Q: If 2H silicon carbide is squeezed below 9.9 Å³/atom without changing its shape, what happens to its smallest gap and its smallest direct gap?

Quantum ESPRESSO 7.5 calculations with PBEsol, scalar-relativistic PseudoDojo 0.4.1 standard pseudopotentials and a 1115.67 eV plane-wave cutoff, for 2H SiC (P6_3mc, 4 atoms per cell) scaled uniformly without relaxation. The self-consistent density uses a 12 × 12 × 6 k mesh; both gaps are taken from the levels on a 3 × 3 × 4 mesh.

```
volume (Å³/atom)     c/a  shortest distance (Å)  gap on mesh (eV)  direct gap on mesh (eV)
           9.100  1.6411                  1.790                 ?                        ?
           9.514  1.6411                  1.817                 ?                        ?
           9.927  1.6411                  1.843             2.096                    4.395
          10.341  1.6411                  1.868             2.171                    4.287
          10.755  1.6411                  1.893             2.241                    4.183
          11.168  1.6411                  1.917             2.305                    3.905
```

A: Start with where the two gaps lie. "Gap on mesh" is the lowest empty level minus the highest filled one, even if they belong to different k points; "direct gap on mesh" keeps both at one point. The levels at 10.755 Å³/atom put the valence top at Γ, the zone centre, and the lowest empty state at K, on the zone edge. On this mesh the smallest direct gap is at neither, but two thirds of the way from Γ to M, another point on the zone edge, which the mesh skips. The two columns therefore follow different pairs of states.

Q: Why should compression treat those pairs differently?

A: Probably because empty states differ in how antibonding they are. In the simplest picture, an s-like conduction state at Γ has a node across every Si–C bond, so shorter bonds push it up steeply against the valence top. Towards the zone edge the wave changes phase from cell to cell, and the neighbours' contributions partly cancel. Such a state should rise less. Cancellation alone doesn't tell whether it loses ground to the valence top; the known gaps, which shrink on compression, suggest that the state at K does. The energies at hand don't show the orbital character, and in the 2H cell a state that sits at L in cubic SiC also falls at Γ, so the lowest one there need not be the simplest.

Silicon is the simpler example. Under pressure its s-like state at Γ climbs steeply, while its lowest conduction valley, near the zone edge, sinks slightly towards the valence top. The analogy covers signs only, because silicon is cubic and nonpolar and its valley is not at K. For a related semiconductor, first ask where the conduction minimum lies: at Γ, squeezing usually opens the gap steeply; at L, as in germanium, it opens it less steeply; near X, as in silicon, it tends to close it slightly.

Q: The direct gap isn't at Γ, yet it grows on compression.

A: Two things could open it. Its filled level, about 1.2 eV below the valence top at 10.755, may sink further as the valence band widens. Or its empty level may rise against the valence top, as a state part of the way back towards Γ might. The known rows can't separate the two, since I have their levels at only one volume. The levels of a withheld row can.

Q: Can you turn that into a number for the smallest gap?

A: The usual measure is the deformation potential, the change of gap E per change of ln V, where V is the volume per atom. In the known rows it grows as the crystal gets denser, so I let it scale as 1/V. That choice is guided by the data, not derived. Integrated, it makes the gap a straight line in 1/V:

E(V) = A − B/V

A and B are constants. For 9.100, I continue the line through the two nearest known rows:

E(9.100) = 2.096 − (2.171 − 2.096) × (1/9.100 − 1/9.927) / (1/9.927 − 1/10.341) = 1.926 eV

My forecasts are 2.015 ± 0.01 eV at 9.514 and 1.926 ± 0.02 eV at 9.100. The ranges are judgements, about an eighth of the extrapolated change.

Q: And the direct gap? Its last step, to 11.168, looks odd.

A: I leave that row out, because another k point has probably taken over there. At 10.755 the direct gap at Γ is only 0.04 eV above the smallest one, and the Γ gap should shrink fast on expansion. On compression Γ moves out of the way, so I expect no new kink. A straight line in ln V through the other three known rows gives 4.51 ± 0.02 eV at 9.514 and 4.63 ± 0.04 eV at 9.100.

The withheld rows as computed:

```
volume (Å³/atom)     c/a  shortest distance (Å)  gap on mesh (eV)  direct gap on mesh (eV)
           9.100  1.6411                  1.790             1.925                    4.627
           9.514  1.6411                  1.817             2.014                    4.509
```

Q: How did the forecasts do?

A: All four hold. The gap forecasts are about 0.001 eV too high, and the direct ones are high by 0.001 and 0.003 eV, so my ranges were too cautious. The signs of these misses mean nothing: the program's inverse-volume and direct-gap fits, printed below with more digits, miss by less than 0.002 eV, the direct ones on the low side. A constant deformation potential, fitted to the four known gaps, would have been 0.018 eV too high at 9.100, about a tenth of the fall from 9.927. The levels at 9.514 show both gaps at the same k points as before, and the hits at 9.100 suggest that they stay there. They don't make the 1/V form a law.

Q: What opened the direct gap, then?

A: Almost entirely its empty level. From 10.755 to 9.514 Å³/atom that level gains 0.32 eV on the valence top, while the filled one sinks only about 0.01 eV further below it. Over the same range the lowest empty level at Γ gains 1.08 eV and the one at K loses 0.23 eV. The point between Γ and the zone edge responds in between.

Q: Is the odd row then explained?

A: Very nearly. The direct gap at Γ falls from 5.30 eV at 9.514 to 4.22 eV at 10.755. If it keeps falling at that rate in ln V, it comes close to the computed 3.905 eV at 11.168, while the line for the other k point overshoots by 0.18 eV. A switch to Γ therefore fits the size of the drop, though that row's own levels are not available to confirm it. A finer k mesh could still find smaller gaps between the present points and move the kink.

Q: Which of these numbers would you carry over to a real crystal under pressure?

A: The shift: near 10.341 Å³/atom, one per cent less volume narrows the smallest gap by about 0.02 eV. The gap itself is expected to be too small, because PBEsol underestimates gaps, but much of that error should cancel in the shift. The shift holds for uniform scaling; a real crystal can also adjust its c/a and its atomic positions, which was not tested here. The output below gives the fits and the slopes from row to row.

The analysis program printed:

```
fit of gap_on_mesh on 4 rows: constant 2.171 +/- 0.00013, coefficient of dens -1.807 +/- 0.0028; rms 0.000169, worst 10.341 0.000252, leave-one-out rms 0.0003
  rows outside the fit (model, value, miss): 9.1 1.925, 1.925, -0.000148; 9.514 2.014, 2.014, 0.000196
fit of gap_on_mesh on 4 rows: constant 2.17 +/- 0.001, coefficient of lnv 1.776 +/- 0.022; rms 0.00135, worst 10.755 -0.00149, leave-one-out rms 0.00344
  rows outside the fit (model, value, miss): 9.1 1.943, 1.925, 0.0178; 9.514 2.022, 2.014, 0.0078
fit of direct_gap_on_mesh on 3 rows (vol < 11): constant 4.287 +/- 5.8e-05, coefficient of lnv -2.646 +/- 0.0018; rms 5.77e-05, worst 10.341 -8.16e-05, leave-one-out rms 0.000212
  rows outside the fit (model, value, miss): 9.1 4.625, 4.627, -0.00178; 9.514 4.507, 4.509, -0.00151; 11.168 4.083, 3.905, 0.178
Half-width of gap forecast at 9.100 and 9.514 (eV): 0.02, 0.01
Half-width of direct gap forecast at 9.100 and 9.514 (eV): 0.04, 0.02
Log line less density line for the gap at 9.100 and 9.514 (eV): 0.01794, 0.007601
Slopes against ln V from the next smaller volume (eV):
     row    gap  direct gap
   9.514      2      -2.652
   9.927   1.93      -2.683
  10.341  1.836      -2.643
  10.755  1.783      -2.649
  11.168  1.698      -7.378
Direct gap at Gamma at 10.755 (eV): 4.221
Gamma less smallest off-Gamma direct gap at 10.755 (eV): 0.03834
Next off-Gamma direct gap less the smallest at 10.755 (eV): 0.3216
Slope of Gamma direct gap against ln V if 11.168 is at Gamma (eV): -8.391
Gamma direct gap estimated at 10.341 with that slope (eV): 4.551
```
